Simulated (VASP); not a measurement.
# N (R-3c) in VASP: notebook

Aim: see how the results for N move with the level of theory and the settings. Levels: PBEsol, rev-vdW-DF2. Tasks: relaxation of cell and atoms.

Program: VASP 6.6.1. These are calculated values, not measurements. Logs are shortened: lines on timing, memory, paths and dates and some standing lists are left out, and cuts for length are marked.

## (1) The structure

Symmetry: R-3c, No. 167, trigonal system. The conventional cell has a = 9.862 Å, b = 9.862 Å, c = 13.207 Å, α = 90.00°, β = 90.00°, γ = 120.00°. N (site symmetry 1) has 1 N at 1.11 Å as nearest neighbours. N (site symmetry 3) has 1 N at 1.11 Å as nearest neighbours.

## (2) Relaxation of cell and atoms, PBEsol, target pressure 52 GPa, at which the enthalpy is minimised

File INCAR:

```
SYSTEM = N
PREC     = Accurate       ! precision mode
ENCUT    = 600            ! plane-wave cutoff, eV
EDIFF    = 1E-6           ! SCF threshold, eV
ISMEAR   = 0              ! smearing method
SIGMA    = 0.03           ! smearing width, eV
LREAL    = .False.        ! projectors in reciprocal space
LASPH    = .True.         ! aspherical terms in the spheres
NELM     = 80             ! most SCF steps
ALGO     = Normal         ! electronic algorithm
ISIF     = 3              ! what is computed and relaxed
LWAVE    = .False.        ! write WAVECAR
LCHARG   = .False.        ! write CHGCAR
GGA      = PS             ! functional
IBRION   = 2              ! ionic algorithm
NSW      = 90             ! ionic steps
EDIFFG   = -0.01          ! ionic threshold
PSTRESS  = 520.0        
KPAR     = 4
```

File KPOINTS:

```
regular mesh
0
Gamma
  4 4 4
  0 0 0
```

File POSCAR:

```
N
1.0
    4.9308690349      2.8468385646      4.4024911852
   -4.9308690349      2.8468385646      4.4024911852
    0.0000000000     -5.6936771292      4.4024911852
N
16
Direct
    0.5586118100      0.0423832500      0.7208305700
    0.9576167500      0.2791694300      0.4413881900
    0.7208305700      0.5586118100      0.0423832500
    0.9581408800      0.9581408800      0.9581408800
    0.5423832500      0.0586118100      0.2208305700
    0.7791694300      0.4576167500      0.9413881900
    0.2791694300      0.4413881900      0.9576167500
    0.0418591200      0.0418591200      0.0418591200
    0.4576167500      0.9413881900      0.7791694300
    0.5418591200      0.5418591200      0.5418591200
    0.4413881900      0.9576167500      0.2791694300
    0.4581408800      0.4581408800      0.4581408800
    0.0423832500      0.7208305700      0.5586118100
    0.9413881900      0.7791694300      0.4576167500
    0.2208305700      0.5423832500      0.0586118100
    0.0586118100      0.2208305700      0.5423832500
```

Potentials or basis: VASP PAW PBE potentials, release 64 (N).

Command:

```
$ cat potpaw_PBE.64/N/POTCAR > POTCAR
$ mpirun -np 4 vasp_std > vasp.out
```

OUTCAR:

```text
SYSTEM = N
   PREC = Accurate
   ENCUT = 600
   EDIFF = 1E-6
   ISMEAR = 0
   LREAL = .False.
   LASPH = .True.
   NELM = 80
   ISIF = 3
   GGA = PS
   IBRION = 2
   NSW = 90
   EDIFFG = -0.01
   PSTRESS = 520.0

 ion  position               nearest neighbor table
   1  0.559  0.042  0.721-   9 1.11
   2  0.958  0.279  0.441-  16 1.11
   3  0.721  0.559  0.042-   6 1.11
   4  0.958  0.958  0.958-   8 1.11
   5  0.542  0.059  0.221-  11 1.11
   6  0.779  0.458  0.941-   3 1.11
[... 8 lines left out ...]
  15  0.221  0.542  0.059-   7 1.11
  16  0.059  0.221  0.542-   2 1.11

  LATTYP: Found a trigonal (rhomboedric) cell.
 ALAT       =     7.1972138976
 COS(alpha) =     0.0612539745

  Lattice vectors:

 A1 = (   4.9308690349,   2.8468385646,   4.4024911852)
 A2 = (  -4.9308690349,   2.8468385646,   4.4024911852)
 A3 = (   0.0000000000,  -5.6936771292,   4.4024911852)

Analysis of symmetry for initial positions (statically):
=====================================================================
 Subroutine PRICEL returns:
 Original cell was already a primitive cell.

 Routine SETGRP: Setting up the symmetry group for a
 trigonal (rhombohedral) supercell.

 Subroutine GETGRP returns: Found 12 space group operations
 (whereof  6 operations were pure point group operations)
 out of a pool of 12 trial point group operations.

The static configuration has the point symmetry S_6 .
 The point group associated with its full space group is D_3d.

Analysis of symmetry for dynamics (positions and initial velocities):
=====================================================================
 Subroutine PRICEL returns:
 Original cell was already a primitive cell.

 Routine SETGRP: Setting up the symmetry group for a
 trigonal (rhombohedral) supercell.

 Subroutine GETGRP returns: Found 12 space group operations
 (whereof  6 operations were pure point group operations)
 out of a pool of 12 trial point group operations.

The dynamic configuration has the point symmetry S_6 .
 The point group associated with its full space group is D_3d.

 Subroutine INISYM returns: Found 12 space group operations
 (whereof  6 operations are pure point group operations),
 and found     1 'primitive' translations

----------------------------------------------------------------------------------------

                                     Primitive cell

  volume of cell :     370.7969

  direct lattice vectors                    reciprocal lattice vectors
     4.930869035  2.846838565  4.402491185     0.101402004  0.058544474  0.075714708
    -4.930869035  2.846838565  4.402491185    -0.101402004  0.058544474  0.075714708
     0.000000000 -5.693677129  4.402491185     0.000000000 -0.117088948  0.075714708

  length of vectors
     7.197213898  7.197213898  7.197213898     0.139436504  0.139436504  0.139436504

  position of ions in fractional coordinates (direct lattice)
     0.558611810  0.042383250  0.720830570
     0.957616750  0.279169430  0.441388190
     0.720830570  0.558611810  0.042383250
     0.958140880  0.958140880  0.958140880
     0.542383250  0.058611810  0.220830570
     0.779169430  0.457616750  0.941388190
[... 8 lines left out ...]
     0.220830570  0.542383250  0.058611810
     0.058611810  0.220830570  0.542383250

  ion indices of the primitive-cell ions
   primitive index   ion index
                 1           1
                 2           2
                 3           3
                 4           4
                 5           5
                 6           6
[... 8 lines left out ...]
                15          15
                16          16

----------------------------------------------------------------------------------------

 KPOINTS: regular mesh

Automatic generation of k-mesh.
 Grid dimensions read from file:
 generate k-points for:    4    4    4

 Generating k-lattice:

  Cartesian coordinates                     Fractional coordinates (reciprocal lattice)
     0.025350501  0.014636119  0.018928677     0.250000000 -0.000000000  0.000000000
    -0.025350501  0.014636119  0.018928677    -0.000000000  0.250000000  0.000000000
     0.000000000 -0.029272237  0.018928677     0.000000000  0.000000000  0.250000000

  Length of vectors
     0.034859126  0.034859126  0.034859126

  Shift w.r.t. Gamma in fractional coordinates (k-lattice)
     0.000000000  0.000000000  0.000000000

 Subroutine IBZKPT returns following result:
 ===========================================

 Found     13 irreducible k-points:

 Following reciprocal coordinates:
            Coordinates               Weight
  0.000000  0.000000  0.000000      1.000000
  0.250000  0.000000  0.000000      6.000000
  0.500000  0.000000  0.000000      3.000000
  0.250000  0.250000  0.000000      6.000000
  0.500000  0.250000  0.000000     12.000000
 -0.250000  0.250000  0.000000      6.000000
  0.500000  0.500000  0.000000      3.000000
  0.250000  0.250000  0.250000      2.000000
  0.500000  0.250000  0.250000      6.000000
 -0.250000  0.250000  0.250000      6.000000
  0.500000  0.500000  0.250000      6.000000
 -0.250000  0.500000  0.250000      6.000000
  0.500000  0.500000  0.500000      1.000000
   k-points           NKPTS =     13   k-points in BZ     NKDIM =     13   number of bands    NBANDS=     49
   number of dos      NEDOS =    301   number of ions     NIONS =     16
   total plane-waves  NPLWV = 216000
   dimension x,y,z NGX =    60 NGY =   60 NGZ =   60
   dimension x,y,z NGXF=   120 NGYF=  120 NGZF=  120
   ions per type =              16
   NGX,Y,Z   is equivalent  to a cutoff of  13.86, 13.86, 13.86 a.u.
   NGXF,Y,Z  is equivalent  to a cutoff of  27.72, 27.72, 27.72 a.u.
 SYSTEM =  N
   PREC   = accura    normal or accurate (medium, high low for compatibility)
   ISTART =      0    job   : 0-new  1-cont  2-samecut
   ICHARG =      2    charge: 1-file 2-atom 10-const
   ISPIN  =      1    spin polarized calculation?
   LNONCOLLINEAR =      F non collinear calculations
   LSORBIT =      F    spin-orbit coupling
   LASPH  =      T    aspherical Exc in radial PAW
   ENCUT  =  600.0 eV  44.10 Ry    6.64 a.u.  14.37 14.37 14.37*2*pi/ulx,y,z
   NELM   =     80;   NELMIN=  2; NELMDL= -5     # of ELM steps
   EDIFF  = 0.1E-05   stopping-criterion for ELM
   LREAL  =      F    real-space projection
   EDIFFG = -.1E-01   stopping-criterion for IOM
   NSW    =     90    number of steps for IOM
   IBRION =      2    ionic relax: 0-MD 1-quasi-New 2-CG
   NFREE  =      1    steps in history (QN), initial steepest desc. (CG)
   ISIF   =      3    stress and relaxation
   ISYM   =      2    0-nonsym 1-usesym 2-fastsym
   POTIM  = 0.5000    time-step for ionic-motion
   TEBEG  =    0.0;   TEEND  =   0.0 temperature during run
   PSTRESS=  520.0 pullay stress
   NELECT =      80.0000    total number of electrons
   NUPDOWN=      -1.0000    fix difference up-down
   EMIN   =  10.00;   EMAX   =-10.00  energy-range for DOS
   EFERMI =   0.00;   METHOD = LEGACY
   ISMEAR =     0;   SIGMA  =   0.03  broadening in eV -4-tet -1-fermi 0-gaus
   EFERMI_NEDOS =   21; number of points for ismear=-14 and -15
   IALGO  =     38    algorithm
   IMIX   =      4    mixing-type and parameters
     AMIX     =   0.40;   BMIX     =  1.00
     AMIX_MAG =   1.60;   BMIX_MAG =  1.00
  volume/ion in A,a.u.               =      23.17       156.39
  Fermi-wavevector in a.u.,A,eV,Ry     =   0.981882  1.855489 13.117282  0.964093
  Thomas-Fermi vector in A             =   2.112923
   LORBIT       =      0    0 simple, 1 ext, 2 COOP (PROOUT), +10 PAW based schemes
   GGA     = PS    functional components
   LHFCALC =     F    Hartree Fock is set to
   AEXX    =    0.0000 exact exchange contribution
   IVDW    =     0    specifies the selected vdW correction
   LEPSILON=     F    determine dielectric tensor
   LRPA    =     F    only Hartree local field effects (RPA)
 conjugate gradient relaxation of ions
 non-spin polarized calculation
 Gauss-broadening in eV      SIGMA  =   0.03
  energy-cutoff  :      600.00
  volume of cell :      370.80
 maximum number of plane-waves:     12403
 NGX is ok and might be reduce to    60
   NGX = 29   NGY = 29   NGZ = 29

--------------------------------------- Ionic step        1  -------------------------------------------

 number of electron      79.9999987 magnetization

 Free energy of the ion-electron system (eV)
  ---------------------------------------------------
  ext. energy  EPLUGINS =         0.00000000
  ---------------------------------------------------
  free energy    TOTEN  =      -136.60944200 eV

  energy without entropy =     -136.60944200  energy(sigma->0) =     -136.60944200

------------------------ aborting loop because EDIFF is reached ----------------------------------------

  FORCE on cell =-STRESS in cart. coord.  units (eV):
  Direction    XX          YY          ZZ          XY          YZ          ZX
  --------------------------------------------------------------------------------------
  -------------------------------------------------------------------------------------
  Total        1.8946412      1.8946412      3.5133673      0.0000000      0.0000000      0.0000000
  in kB        8.1865612      8.1865612     15.1809196      0.0000000      0.0000000      0.0000000
  external PRESSURE =    -509.4819860 kB  Pullay stress =     520.0000000 kB
[... 2189 lines left out ...]
     48      17.1720      0.00000
     49      20.1534      0.00000

[... ionic steps 4 to 77 ...]

--------------------------------------- Ionic step       78  -------------------------------------------

 number of electron      80.0000002 magnetization

------------------------ aborting loop because EDIFF is reached ----------------------------------------

  FORCE on cell =-STRESS in cart. coord.  units (eV):
  Direction    XX          YY          ZZ          XY          YZ          ZX
  --------------------------------------------------------------------------------------
  -------------------------------------------------------------------------------------
  Total       40.5277925     40.5277925     40.4988261      0.0000000     -0.0000000     -0.0000000
  in kB      520.1299762    520.1299757    519.7582233      0.0000000     -0.0000000     -0.0000000
  external PRESSURE =       0.0060584 kB  Pullay stress =     520.0000000 kB
[... 89 lines left out ...]
  enthalpy is  TOTEN    =       -83.3316964295 eV   P V=       40.5182314786

--------------------------------------- Ionic step       80  -------------------------------------------

 number of electron      80.0000002 magnetization

 Free energy of the ion-electron system (eV)
  ---------------------------------------------------
  ext. energy  EPLUGINS =         0.00000000
  ---------------------------------------------------
  free energy    TOTEN  =      -123.85059595 eV

  energy without entropy =     -123.85059595  energy(sigma->0) =     -123.85059595

 E-fermi :   2.3817     XC(G=0): -11.9286

 val. band max:        2.2284663336   @ k =   0.0000   0.0000   0.0000
 cond. band min:       5.7865774255   @ k =   0.5000   0.5000   0.0000
 fundamental gap:      3.5581110918
 Fermi energy:         2.3817483933

 k-point     1 :       0.0000    0.0000    0.0000
  band No.  band energies     occupation
      1     -19.4900      2.00000
      2     -18.3659      2.00000
      3     -18.2056      2.00000
      4     -18.2056      2.00000
      5     -17.8398      2.00000
      6     -17.8180      2.00000
[... 708 lines left out ...]
  FREE ENERGIE OF THE ION-ELECTRON SYSTEM (eV)
  ---------------------------------------------------
  free  energy   TOTEN  =      -123.8505959480 eV

  energy  without entropy=     -123.8505959480  energy(sigma->0) =     -123.85059595

  enthalpy is  TOTEN    =       -83.3316993002 eV   P V=       40.5188966477

 reached required accuracy - stopping structural energy minimisation
```

Wall time 48 min (4 MPI ranks of AMD EPYC 9R45 (Zen 5), shared host); peak memory 0.63 GiB.

Results:

```
Free energy                                            : -123.8506 eV
Relaxed volume                                         : 7.80 Å³/atom
Relaxed cell                                           : a = 5.028 Å, b = 5.028 Å, c = 5.028 Å, α = 83.53°, β = 83.53°, γ = 83.53°
Space group after relaxing (to 0.05 Å)                 : R-3c (No. 167)
Energy change on relaxing (the enthalpy is what falls) : +797.4 meV/atom
Ionic steps                                            : 80
Pressure after relaxing                                : 52.0 GPa
Largest force after relaxing                           : 0.004 eV/Å
Band gap on the k mesh                                 : 3.56 eV, indirect (least direct gap 3.66 eV)
```

Forces on the atoms (eV/Å):
```
N    0.002  0.001 -0.003
N    0.000  0.002  0.003
N   -0.002  0.001 -0.003
N    0.000  0.000 -0.003
N   -0.002  0.001 -0.003
N    0.000  0.002  0.003
N    0.002 -0.001  0.003
N    0.000  0.000  0.003
N    0.002 -0.001  0.003
N    0.000  0.000  0.003
N   -0.002 -0.001  0.003
N    0.000  0.000 -0.003
N    0.000 -0.002 -0.003
N   -0.002 -0.001  0.003
N    0.000 -0.002 -0.003
N    0.002  0.001 -0.003
```

The path:
```tsv
step	energy change (eV)	largest force (eV/Å)	pressure (GPa)	volume (Å³)
1	0.0000	0.7935	1.05	370.80
3	10.4823	26.2786	40.38	282.33
5	12.6526	28.6380	55.35	230.95
7	69.0989	17.8260	441.87	69.70
9	40.0854	27.5247	250.23	94.21
11	24.8940	3.6547	96.65	101.41
13	24.0289	3.1291	94.24	102.54
15	17.3867	6.2928	62.65	114.44
17	14.5022	8.4550	50.27	122.14
19	12.4921	0.3131	51.77	125.99
21	12.5432	0.2583	51.23	125.82
23	12.6081	0.4363	50.65	125.60
25	12.7828	0.3467	52.33	125.00
27	13.0539	0.7545	54.50	124.12
29	13.3159	1.0614	53.78	123.27
31	13.2453	0.5044	53.84	123.47
33	13.3808	0.8186	52.34	123.05
35	13.3020	0.1781	54.01	123.25
37	13.2357	0.0675	54.28	123.44
39	13.0173	0.2375	52.64	124.09
41	12.9017	0.0979	52.58	124.43
43	12.8088	0.1226	52.28	124.71
45	12.7269	0.2892	51.70	124.96
47	12.6319	0.1204	51.10	125.25
49	12.6194	0.1785	51.76	125.29
51	12.6171	0.1033	51.42	125.29
53	12.6168	0.1952	51.30	125.29
55	12.6409	0.0477	51.37	125.21
57	12.6731	0.0750	51.82	125.11
59	12.7192	0.0704	51.82	124.97
61	12.7424	0.0210	51.93	124.90
63	12.7635	0.0470	52.17	124.83
65	12.7779	0.0261	52.17	124.79
67	12.8051	0.0306	52.18	124.70
69	12.8094	0.0144	52.23	124.69
71	12.8025	0.0362	52.33	124.71
73	12.7786	0.0344	52.09	124.78
75	12.7707	0.0599	52.03	124.81
77	12.7604	0.0103	52.00	124.84
79	12.7595	0.0113	52.00	124.84
80	12.7589	0.0036	52.04	124.84
```

Final structure:
```
N
1.0
     3.34889    1.93348    3.21346
    -3.34889    1.93348    3.21346
     0.00000   -3.86696    3.21346
N
16
Cartesian
  1.7925 -1.5430 4.4083
  2.2325 0.7808 5.2321
  0.4400 2.3238 4.4083
  0.0000 0.0000 9.0885
  1.5564 0.3905 2.8015
  1.1164 -1.1527 6.8389
  -0.4400 -2.3238 5.2321
  0.0000 0.0000 0.5519
  -1.5564 -0.3905 6.8389
  0.0000 0.0000 5.3721
  -1.7925 1.5430 5.2321
  0.0000 0.0000 4.2683
  -2.2325 -0.7808 4.4083
  0.4400 1.5432 6.8389
  -1.1164 1.1527 2.8015
  -0.4400 -1.5432 2.8015
```

Caveat: the cell is relaxed towards a set pressure, so the enthalpy falls and the energy may rise; the standard files for N, O and F lose accuracy on very short bonds; the volume moved by over 15 % at a fixed basis, so the end points are rough; the PAW data sets were made with another functional, which shifts forces and pressure a little. A k mesh can miss the band edges.

(Continued in part 2 of 2.)
